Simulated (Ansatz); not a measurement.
Cu in Ansatz: the effect of functional

The system is Cu.

```
CELL_PARAMETERS angstrom
2.51709 0.00000 0.00000
-1.25854 2.17986 0.00000
0.00000 0.00000 4.08497
ATOMIC_POSITIONS crystal
Cu 0.66667 0.33333 0.75000
Cu 0.33333 0.66667 0.25000
```

This isn't the form of Cu at room conditions, which is fcc.

The cell isn't the ideal one: volume scaled by 0.98.

Alike in all runs:

| Quantity | Value |
| --- | --- |
| Program | Ansatz 0.2.0 |
| Task | single point |
| Potentials or basis | Ansatz PAW |
| k mesh | 12 × 12 × 7 |
| Occupations | fermi-dirac, width 0.05 eV |
| Spin | no spin polarisation |

```csv
functional,cutoff,pressure (GPa)
LDA,420 eV (not typed: the program's choice for these potentials),-4.7
PBEsol,420 eV (not typed: the program's choice for these potentials),?
r2SCAN,500 eV (not typed: the program's choice for these potentials),3.9
```

Q: What does the run with functional PBEsol give?

A: Pressure 2.0 GPa.

Caveats: the PAW data sets come from PBE, with cores solved anew for the run's functional, which leaves a small shift of forces and pressure.
